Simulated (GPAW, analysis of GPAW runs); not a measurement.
# Reproducing a measured hyperfine coupling: neutral SiVN centre in diamond (GPAW)

Aim: the hyperfine coupling of the neutral SiVN centre in diamond, to be set beside the measurement. Set-up: PBEsol, plane waves 500 eV, 64-site cell, PBEsol lattice, k: the zone centre alone then 2x2x2 shifted. The model is a cell of 64 host atoms with 1 site emptied, Si put on another atom's site and N put on another atom's site. The isotropic coupling follows from the spin density at the nucleus, the nuclear g-factor and the total spin. A local or semilocal functional is the cheapest first rung.

What was measured. Isotropic 14N coupling, printed as -3.586 MHz: -3.556 MHz, by X-band EPR (“Doubly-charged silicon vacancy center, photochromism, and Si-N complexes in co-doped diamond”, 2020, arxiv:2002.01712). The runs below try to reproduce this.

Method: GPAW plane-wave PAW DFT, PBEsol; relaxation of all atoms of a defect supercell, in GPAW 26.7.0.

## Step 1: The structure

The cell holds 63 atoms: 61 C, 1 N and 1 Si. Cell: a = 7.108 Å, b = 7.108 Å, c = 7.108 Å, α = 90.0°, β = 90.0°, γ = 90.0°. It derives from C (space group Fd-3m). Nearest the centre at fractional (0.219, 0.219, 0.344): N4 at 0.99 Å, Si7 at 0.99 Å, C10 at 1.94 Å, C9 at 1.94 Å, C6 at 2.01 Å, C5 at 2.02 Å, C1 at 2.28 Å, C26 at 2.29 Å.

The host's primitive cell comes from a first run (GPAW plane-wave PAW DFT, PBEsol; relaxation of cell and atoms of a defect-free cell): vectors of 2.513, 2.513 and 2.513 Å. That is 5.61 Å³ an atom, 1.0 % under the diffraction cell's volume. The supercell is built on it.

## Step 2: Relaxation, charge 0

Every later number rests on the structure around the defect, so the atoms are relaxed at the host's lattice first.

run.py

```python
import numpy as np
from ase.io import read, write
from ase.parallel import parprint, world
from gpaw import GPAW, PW
from gpaw import setup_paths
from ase.optimize import BFGS

setup_paths.insert(0, '.')
atoms = read('POSCAR')
magmoms = np.zeros(len(atoms))
magmoms[[6, 3, 9, 8]] = 1 / 4
atoms.set_initial_magnetic_moments(magmoms)
calc = GPAW(mode=PW(500),
            xc='PBEsol',
            kpts={'size': (1, 1, 1), 'gamma': True},
            occupations={'name': 'fermi-dirac', 'width': 0.01, 'fixmagmom': True},
            nbands=135,
            convergence={'density': 1e-05, 'forces': 0.001},
            maxiter=150,
            symmetry='off',
            txt='gpaw.txt')
atoms.calc = calc
opt = BFGS(atoms, trajectory='relax.traj', logfile='-')
done = opt.run(fmax=0.02, steps=80)
parprint('Converged:', done)
energy = atoms.get_potential_energy()
forces = atoms.get_forces()
parprint(f'Energy: {energy:.6f} eV, largest force {np.linalg.norm(forces, axis=1).max():.4f} eV/A')
calc.write('gs.gpw')
write('final.xyz', atoms)
parprint('Moments:', atoms.get_magnetic_moments().round(3))
for s in range(calc.get_number_of_spins()):
    parprint('Levels (eV), spin', s, calc.get_eigenvalues(kpt=0, spin=s)[-16:].round(3))
```

POSCAR

```
C  N  C  Si C 
 1.0000000000000000
     7.1084376133740301   -0.0000000000000018   -0.0000000000000000
    -0.0000000000000009    7.1084376133740292   -0.0000000000000000
    -0.0000000000000009    0.0000000000000000    7.1084376133740275
 C   N   C   Si  C  
   3   1   2   1  56
Direct
  0.0008617126112995  0.0018827277913662  0.2536775022901132
 -0.0020086516621876  0.2486226000328169  0.0034466403162005
  0.2465246785107013 -0.0013552203195079  0.0019740219894023
  0.1247972510071973  0.1210469187388197  0.3735360071029667
  0.1255371262101151  0.3775223330284615  0.1283407457550661
  0.3742857573460130  0.1228017679178366  0.1285311295229271
  0.3163150126127159  0.3127336733498601  0.3111127351156527
 -0.0037536143530429  0.0008675799641976  0.7517230574814101
 -0.0033479180605171  0.2516841818376083  0.4980593245287997
  0.2477929821644591 -0.0033508608329713  0.4986915459095611
  0.2476711711550711  0.2483036735191425  0.7469161256405618
  0.1217193235806191  0.1223465841646959  0.8750882050642872
  0.1285235613281567  0.3727950609751669  0.6257307557961237
  0.3782406578640604  0.1266783838173763  0.6271195320089651
  0.3756349561569133  0.3758697555674622  0.8709193635282189
 -0.0026410920458316  0.5031435880722550  0.2509765895462702
  0.0016551440060769  0.7514831887717636  0.0035877408985328
  0.2513913054183503  0.5009491773392354 -0.0038696995679211
  0.2459712281822799  0.7487575172548838  0.2501909993292296
  0.1211216964879094  0.6238215096204719  0.3761752270187012
  0.1279187311159083  0.8762129832534675  0.1277965928757228
  0.3766659505512480  0.6234299151613951  0.1214544846329261
  0.3724996593367806  0.8724579999641152  0.3772578242128275
 -0.0009452221903757  0.5004634539249722  0.7459130682090405
 -0.0013138721253946  0.7539616181567761  0.5006249481860134
  0.2539599347695190  0.4987259029274472  0.5007119211827198
  0.2459307011788120  0.7497253240505406  0.7489152848164712
  0.1230359438268366  0.6231601225316302  0.8782509345072349
  0.1281957524888256  0.8771597566360068  0.6232871473770282
  0.3735350497376905  0.6228437588805574  0.6283190038017198
  0.3752591003579265  0.8708489015295613  0.8757158810897390
  0.4982863812787537 -0.0038412972583147  0.2503452431724686
  0.4971299882718868  0.2529127627935238  0.0010440719623795
  0.7534770535567248 -0.0022345327684073  0.0008533472885213
  0.7537735739745123  0.2490726404444641  0.2483533718449417
  0.6266770930555297  0.1225637638731474  0.3719894603762368
  0.6282172780079132  0.3777154516567045  0.1252944400605741
  0.8716474593878620  0.1224919709033832  0.1255305616977244
  0.8736914081257142  0.3773684736537147  0.3717613029628696
  0.5007152013107165  0.0036946156027366  0.7519103765030812
  0.5041427506783044  0.2501647827353922  0.5007884797838177
  0.7500445820290935  0.0018317268546095  0.5038018450161890
  0.7486114633909892  0.2532771001016086  0.7477320002067291
  0.6222652717965732  0.1229295528047068  0.8774588103769917
  0.6267591195257179  0.3734509718824499  0.6285095950333252
  0.8775773965144410  0.1224411279451227  0.6228504791879852
  0.8725828573756722  0.3715679068968085  0.8754351925636177
  0.5034432958266780  0.4996969507414465  0.2475786127908799
  0.4984752990983135  0.7462697660511673 -0.0012537502406985
  0.7487911636576764  0.5014636904013688  0.0037692921108220
  0.7480389228018798  0.7482024453906999  0.2532763113098703
  0.6239059651144799  0.6289565398761026  0.3759798606854021
  0.6242060809151009  0.8758873009964527  0.1209510957560562
  0.8779726171755430  0.6279515052570233  0.1244867621117099
  0.8766217767542386  0.8761431687124761  0.3787248162708892
  0.5019012447453227  0.4999453901299433  0.7537674291758573
  0.4973507452836352  0.7489301067448342  0.4968938728315039
  0.7511991631732962  0.5026965656428201  0.4969830839774828
  0.7539217438089085  0.7484929036942020  0.7496002175306691
  0.6288879855237662  0.6266394690397104  0.8750834230174903
  0.6234177358254257  0.8739916273081808  0.6212196749667610
  0.8725829870873076  0.6246234228042922  0.6215608909365731
  0.8732399570311745  0.8778634700208765  0.8775522607645648
```

Launch:

```sh
$ gpaw-setup -f PBEsol C N Si
$ OMP_NUM_THREADS=1 mpirun -n 4 gpaw python run.py > stdout
```

Output:

```text
__  _  _
 | _ |_)|_||  |
 |__||  | ||/\| - 26.7.0

Input parameters:
  mode=PW(ecut=500.0),
  convergence={'density': 1e-05, 'forces': 0.001},
  kpts=MonkhorstPack(size=(1, 1, 1), gamma=True),
  maxiter=150,
  nbands=135,
  occupations=Occupations(name='fermi-dirac', width=0.01, fixmagmom=True),
  symmetry=Symmetry(point_group=False, time_reversal=False),
  xc=XC(name='PBEsol')

Diagonalizing LCAO Hamiltonian
Converting LCAO to pw mode

                 C        C
            C C      C C
         C   C C  C   C C
          C C   C C  C   C
       C  CC    CC CC     C
            C C      CCC
        C    CC  C     CC
         CNC  Si  C C C
          C     C  C C   C
       C   C  C C   C C
        C     C  C     C
           C        C

Atoms  # Å, Bohr magnetons
|    | symbol |         x |         y |         z |    initial magnetic moments |
|----|--------|-----------|-----------|-----------|-----------------------------|
|  0 |      C |  0.006125 |  0.013383 |  1.803251 | ( 0.0000,  0.0000,  0.0000) |
|  1 |      C | -0.014278 |  1.767318 |  0.024500 | ( 0.0000,  0.0000,  0.0000) |
|  2 |      C |  1.752405 | -0.009633 |  0.014032 | ( 0.0000,  0.0000,  0.0000) |
|  3 |      N |  0.887113 |  0.860454 |  2.655257 | ( 0.0000,  0.0000,  0.2500) |
|  4 |      C |  0.892373 |  2.683594 |  0.912302 | ( 0.0000,  0.0000,  0.0000) |
|  5 |      C |  2.660587 |  0.872929 |  0.913656 | ( 0.0000,  0.0000,  0.0000) |
|  6 |     Si |  2.248506 |  2.223048 |  2.211525 | ( 0.0000,  0.0000,  0.2500) |
|  7 |      C | -0.026682 |  0.006167 |  5.343576 | ( 0.0000,  0.0000,  0.0000) |
|  8 |      C | -0.023798 |  1.789081 |  3.540424 | ( 0.0000,  0.0000,  0.2500) |
|  9 |      C |  1.761421 | -0.023819 |  3.544918 | ( 0.0000,  0.0000,  0.2500) |
| 10 |      C |  1.760555 |  1.765051 |  5.309407 | ( 0.0000,  0.0000,  0.0000) |
| 11 |      C |  0.865234 |  0.869693 |  6.220510 | ( 0.0000,  0.0000,  0.0000) |
| 12 |      C |  0.913602 |  2.649990 |  4.447968 | ( 0.0000,  0.0000,  0.0000) |
| 13 |      C |  2.688700 |  0.900485 |  4.457840 | ( 0.0000,  0.0000,  0.0000) |
| 14 |      C |  2.670178 |  2.671847 |  6.190876 | ( 0.0000,  0.0000,  0.0000) |
| 15 |      C | -0.018774 |  3.576565 |  1.784051 | ( 0.0000,  0.0000,  0.0000) |
| 16 |      C |  0.011765 |  5.341871 |  0.025503 | ( 0.0000,  0.0000,  0.0000) |
| 17 |      C |  1.786999 |  3.560966 | -0.027508 | ( 0.0000,  0.0000,  0.0000) |
[...]
Unit cell  # Å
| periodic |         x |         y |         z |  lengths |    angles |
|----------|-----------|-----------|-----------|----------|-----------|
|      yes |  7.108438 | -0.000000 | -0.000000 | 7.108438 | 90.000000 |
|      yes | -0.000000 |  7.108438 | -0.000000 | 7.108438 | 90.000000 |
|      yes | -0.000000 |  0.000000 |  7.108438 | 7.108438 | 90.000000 |

Number of symmetries: 1
Symmetry operations  # r_c * U_cc + t_c -> r_c
|   | kind |            matrix            |
|---|------|------------------------------|
| 0 |  E   |  1, 0, 0,  0, 1, 0,  0, 0, 1 |

BZ-sampling:
  Number of BZ points: 1
  Number of IBZ points: 1

  Monkhorst-Pack size: [1, 1, 1]
  Monkhorst-Pack shift: [0, 0, 0]

K-points  # in reciprocal-cell coordinates
|   |                                coordinates |     weight |
|---|--------------------------------------------|------------|
| 0 | (  0.00000000,   0.00000000,   0.00000000) | 1.00000000 |

Plane wave coefficients: 4523
Cutoff: 500.0 eV

Spin-components: 2 (collinear spins)
Bands:           135
Projectors:      315
Spin-degeneracy: 1
Datatype:        float64

Density:
  Valence electrons: 253.0
  Components: 2
  Grid points: [40 40 40]
  Charge: 0.0  # |e|

Potential:
  Grid points: [40 40 40]

species:
  C:
    name:    Carbon
    Z:       6.0
    valence: 4
    core:    2
    charge:  0.0  # [|e|]
    compensation charges:
      type: gauss
      rc: 0.20  # [Å]
      lmax: 2
    cutoffs:
      filter: 1.14  # [Å]
      core: 1.14  # [Å]
    projectors
    | kind |    occ | energy [eV] | rcut [Å] |
    |------|--------|-------------|----------|
    |   2s |  2.000 |     -13.648 |    0.635 |
    |   2p |  2.000 |      -5.232 |    0.635 |
    |    s |        |      13.563 |    0.635 |
    |    p |        |      21.979 |    0.635 |
    |    d |        |       0.000 |    0.635 |

    Using partial waves for C as LCAO basis

  N:
    name:    Nitrogen
    Z:       7.0
    valence: 5
    core:    2
    charge:  0.0  # [|e|]
    compensation charges:
      type: gauss
      rc: 0.18  # [Å]
      lmax: 2
    cutoffs:
      filter: 1.11  # [Å]
      core: 0.96  # [Å]
    projectors
    | kind |    occ | energy [eV] | rcut [Å] |
    |------|--------|-------------|----------|
    |   2s |  2.000 |     -18.455 |    0.603 |
    |   2p |  3.000 |      -7.035 |    0.529 |
    |    s |        |       8.756 |    0.603 |
    |    p |        |      20.177 |    0.529 |
    |    d |        |       0.000 |    0.577 |

    Using partial waves for N as LCAO basis

  Si:
    name:    Silicon
    Z:       14.0
    valence: 4
    core:    10
    charge:  0.0  # [|e|]
    compensation charges:
      type: gauss
      rc: 0.33  # [Å]
      lmax: 2
    cutoffs:
      filter: 1.86  # [Å]
      core: 2.06  # [Å]
    projectors
    | kind |    occ | energy [eV] | rcut [Å] |
    |------|--------|-------------|----------|
    |   3s |  2.000 |     -10.768 |    1.058 |
    |   3p |  2.000 |      -4.057 |    1.058 |
    |    s |        |      16.444 |    1.058 |
    |    p |        |      23.155 |    1.058 |
    |    d |        |       0.000 |    1.058 |

    Using partial waves for Si as LCAO basis

Reference energy: -71748.346680  # eV

eigensolver:
  PPCG
  Converge bands: occupied
  niter=2

density mixing:
  MSR1-Mixer
  Pratt-step length: 0.05
  Maximum mixing coefficient: 0.75
  Old densities: 10
  SVD Regularization: 0.005
  Good broyden scale: 1.0
  Trust region scale: 1.0
  Backstep threshold: 4.0
  History deletion threshold: 6.0
  Fourier metric: weight=20.0, sigma=0.015

occupation numbers:
  Fixed magnetic moment: 1.000
  Fermi-Dirac:
    width: 0.0100  # eV

poisson solver:
  ecut: 4000.0  # eV

xc functional:
  name: PBEsol with 2 nearest neighbor stencil

Initialization done in: 8.172 s

convergence criteria:
- Maximum integral of absolute [dens]ity change: 1e-05 electrons / valence electron
- Maximum change in the atomic [forces] across last 2 cycles: 0.001 eV/Ang OR
Maximum error relative to the maximum force is below inf
- Maximum [total energy] change in last 3 cyles: 0.0005 eV / valence electron
[...]
|  6 |     Si |  2.285698 |  2.285809 |  2.215492 | ( 0.0000,  0.0000,  0.0269) |
[...]
Unit cell  # Å
| periodic |         x |         y |         z |  lengths |    angles |
|----------|-----------|-----------|-----------|----------|-----------|
|      yes |  7.108438 | -0.000000 | -0.000000 | 7.108438 | 90.000000 |
|      yes | -0.000000 |  7.108438 | -0.000000 | 7.108438 | 90.000000 |
|      yes | -0.000000 |  0.000000 |  7.108438 | 7.108438 | 90.000000 |

Initialization done in: 0.920 s

convergence criteria:
- Maximum integral of absolute [dens]ity change: 1e-05 electrons / valence electron
- Maximum change in the atomic [forces] across last 2 cycles: 0.001 eV/Ang OR
Maximum error relative to the maximum force is below inf
- Maximum [total energy] change in last 3 cyles: 0.0005 eV / valence electron
- Maximum integral of absolute [eigenst]ate change: 4e-08 eV^2 / valence electron
maximum number of iterations: 150

SCF iterations
|iter     | |      energy | eigst |  dens |force |  magmom |
|---------|-|-------------|-------|-------|------|---------|
|iter:   1| | -590.083239c| -4.83 |       |      |  +0.9999|
|iter:   2| | -590.083160c| -6.52 | -3.54 |      |  +0.9999|
|iter:   3| | -590.082979c| -5.50 | -3.60 |      |  +0.9999|
|iter:   4| | -590.082968c| -6.72 | -3.97 |      |  +1.0000|
|iter:   5| | -590.082966c| -7.41c| -4.27 |      |  +1.0000|
|iter:   6| | -590.082966c| -7.71c| -4.65 |      |  +1.0000|
|iter:   7| | -590.082966c| -8.18c| -5.07c|-1.44 |  +1.0000|
|iter:   8| | -590.082966c| -8.77c| -5.56c|-3.64c|  +1.0000|

Converged in 8 steps
SCF loop duration: 9.516 s (1.189 s/step)
Energy contributions relative to reference atoms: (reference = -71748.346680)

Energy contributions:
  Kinetic:         579.866124
  Coulomb:        -523.981112
  Zero:              0.566556
  External:          0.000000
  Xc:             -646.534534
  Entropy:          -0.000000
  Spinorbit:         0.000000
  ----------------------------
  Free energy:    -590.082966
  Extrapolated:   -590.082966

dipole moment: (-1.101784, -1.143919, 0.333904)  # |e|*Ang

Total magnetic moment: (0.000000, 0.000000, 1.000000)

Local magnetic moments
|        x |        y |        z |
|----------|----------|----------|
[...]
Fermi levels: 14.434, 13.188
Eigenvalues  # (at kpt = [0.000, 0.000, 0.000])
| band index |      eig [eV] | occ [0-1] |      eig [eV] | occ [0-1] |
|------------|---------------|-----------|---------------|-----------|
[...]
|        ... |               |           |               |           |
[...]
Gap: 2.582 eV
Transition (v -> c):
  (s=1, k=0, n=126, [0.00, 0.00, 0.00]) -> (s=0, k=0, n=127, [0.00, 0.00, 0.00])
No difference between direct/indirect transitions

Forces  # eV/Ang
|        x |        y |        z |
|----------|----------|----------|
[...]
C        C
            C  C     C C
         C   C C  C   C C
          C C   C C  C   C
       C  CC     C C      C
            CCC C   C CC
        C    C C C     CC
         CNC  Si  C C C
          C     C  C C   C
       C   C  C C   C C
        C     C  C     C
            C       C

Atoms  # Å, Bohr magnetons
|    | symbol |         x |         y |         z |    initial magnetic moments |
|----|--------|-----------|-----------|-----------|-----------------------------|
[...]
|  3 |      N |  0.863359 |  0.863263 |  2.776587 | ( 0.0000,  0.0000,  0.0008) |
[...]
|  6 |     Si |  2.285714 |  2.285616 |  2.215182 | ( 0.0000,  0.0000,  0.0269) |
[...]
| 55 |      C |  3.538954 |  3.538954 |  5.310439 | ( 0.0000,  0.0000,  0.0039) |
| 56 |      C |  3.534708 |  5.307023 |  3.540900 | ( 0.0000,  0.0000,  0.0013) |
| 57 |      C |  5.307229 |  3.534387 |  3.541208 | ( 0.0000,  0.0000,  0.0012) |
| 58 |      C |  5.324340 |  5.324182 |  5.328972 | ( 0.0000,  0.0000,  0.0028) |
| 59 |      C |  4.437411 |  4.437364 |  6.198239 | ( 0.0000,  0.0000,  0.0026) |
| 60 |      C |  4.432369 |  6.198282 |  4.436756 | ( 0.0000,  0.0000,  0.0024) |
| 61 |      C |  6.198459 |  4.432129 |  4.436976 | ( 0.0000,  0.0000,  0.0024) |
| 62 |      C |  6.223103 |  6.222631 |  6.226031 | ( 0.0000,  0.0000,  0.0030) |

Unit cell  # Å
| periodic |         x |         y |         z |  lengths |    angles |
|----------|-----------|-----------|-----------|----------|-----------|
|      yes |  7.108438 | -0.000000 | -0.000000 | 7.108438 | 90.000000 |
|      yes | -0.000000 |  7.108438 | -0.000000 | 7.108438 | 90.000000 |
|      yes | -0.000000 |  0.000000 |  7.108438 | 7.108438 | 90.000000 |

Initialization done in: 0.886 s

convergence criteria:
- Maximum integral of absolute [dens]ity change: 1e-05 electrons / valence electron
- Maximum change in the atomic [forces] across last 2 cycles: 0.001 eV/Ang OR
Maximum error relative to the maximum force is below inf
- Maximum [total energy] change in last 3 cyles: 0.0005 eV / valence electron
- Maximum integral of absolute [eigenst]ate change: 4e-08 eV^2 / valence electron
maximum number of iterations: 150

SCF iterations
|iter     | |      energy | eigst |  dens |force |  magmom |
|---------|-|-------------|-------|-------|------|---------|
|iter:   1| | -590.083145c| -5.46 |       |      |  +1.0000|
|iter:   2| | -590.083126c| -7.14 | -3.90 |      |  +1.0000|
|iter:   3| | -590.083087c| -6.00 | -3.97 |      |  +1.0000|
|iter:   4| | -590.083085c| -7.38 | -4.35 |      |  +1.0000|
|iter:   5| | -590.083085c| -7.64c| -4.63 |      |  +1.0000|
|iter:   6| | -590.083085c| -8.27c| -5.07c|-1.81 |  +1.0000|
|iter:   7| | -590.083085c| -8.79c| -5.50c|-3.66c|  +1.0000|

Converged in 7 steps
SCF loop duration: 8.317 s (1.188 s/step)
Energy contributions relative to reference atoms: (reference = -71748.346680)

Energy contributions:
  Kinetic:         579.864472
  Coulomb:        -523.979789
  Zero:              0.566512
  External:          0.000000
  Xc:             -646.534281
  Entropy:          -0.000000
  Spinorbit:         0.000000
  ----------------------------
  Free energy:    -590.083085
  Extrapolated:   -590.083085

dipole moment: (-1.080886, -1.131992, 0.369008)  # |e|*Ang

Total magnetic moment: (0.000000, 0.000000, 1.000000)

Local magnetic moments
|        x |        y |        z |
|----------|----------|----------|
[...]
Fermi levels: 14.434, 13.188
Eigenvalues  # (at kpt = [0.000, 0.000, 0.000])
| band index |      eig [eV] | occ [0-1] |      eig [eV] | occ [0-1] |
|------------|---------------|-----------|---------------|-----------|
[...]
|        ... |               |           |               |           |
[...]
|        127 |        16.006 |     0.000 |        16.023 |     0.000 |
|        128 |        16.459 |     0.000 |        16.473 |     0.000 |
|        129 |        16.475 |     0.000 |        16.486 |     0.000 |
|        130 |        16.573 |     0.000 |        16.583 |     0.000 |
|        131 |        16.641 |     0.000 |        16.653 |     0.000 |
|        132 |        16.655 |     0.000 |        16.673 |     0.000 |
|        133 |        16.704 |     0.000 |        16.723 |     0.000 |
|        134 |        16.803 |     0.000 |        16.833 |     0.000 |

Gap: 2.582 eV
Transition (v -> c):
  (s=1, k=0, n=126, [0.00, 0.00, 0.00]) -> (s=0, k=0, n=127, [0.00, 0.00, 0.00])
No difference between direct/indirect transitions

Forces  # eV/Ang
|        x |        y |        z |
|----------|----------|----------|
[...]
| -0.00288 | -0.00485 |  0.00167 |  # C   55
| -0.00102 |  0.00492 | -0.00211 |  # C   56
|  0.00537 | -0.00067 | -0.00646 |  # C   57
|  0.00019 | -0.00188 | -0.00080 |  # C   58
|  0.00130 | -0.00020 |  0.00112 |  # C   59
| -0.00152 |  0.00210 |  0.00066 |  # C   60
|  0.00156 | -0.00260 | -0.00173 |  # C   61
| -0.00560 |  0.00270 |  0.00212 |  # C   62

# Writing to gs.gpw (mode='')
```

The job ended after 2.2 min (4 MPI ranks of AMD EPYC 9R45, shared host; peak memory 1.6 GiB; 8.7 min of CPU time).

(Continued in part 2 of 2.)

[Logs are printed without paths, hosts, clocks, repeated set-up lines and the standing remarks that a program may print on its own settings, such as how far it seeks lower states.]

[Hosts, paths, dates, database ids (printed as entryN), source tags and the programs' standing remarks are cut or masked in the printed files.]

[For some hosts the program warned that the k-mesh of the response run may be too coarse for force constants and the static dielectric constant; such warnings are not shown here.]
